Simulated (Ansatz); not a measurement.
Li2S:

```
S Li
1.0
     0.00000    2.84450    2.84450
     2.84450    0.00000    2.84450
     2.84450    2.84450    0.00000
S Li
1 2
Direct
  0.00000 0.00000 0.00000
  0.75000 0.75000 0.75000
  0.25000 0.25000 0.25000
```

Base run:

| Item | Value |
| --- | --- |
| Program | Ansatz 0.2.0 |
| Functional | HSE06 |
| Potentials or basis | Ansatz PAW |
| Cutoff | 420 eV |
| Density cutoff | 1680 eV |
| k mesh | 6 × 6 × 6 |
| Occupations | fermi-dirac, width 0.05 eV |
| Spin | no spin polarisation |

Its results: band gap on the k mesh 4.33 eV, indirect (least direct gap 5.35 eV).

Q: The run is repeated on the same cell with these changes: functional from HSE06 to PBE0. What comes out?

A: Band gap on the k mesh 5.03 eV, indirect (least direct gap 6.04 eV).

Not every run made on this cell is shown here.
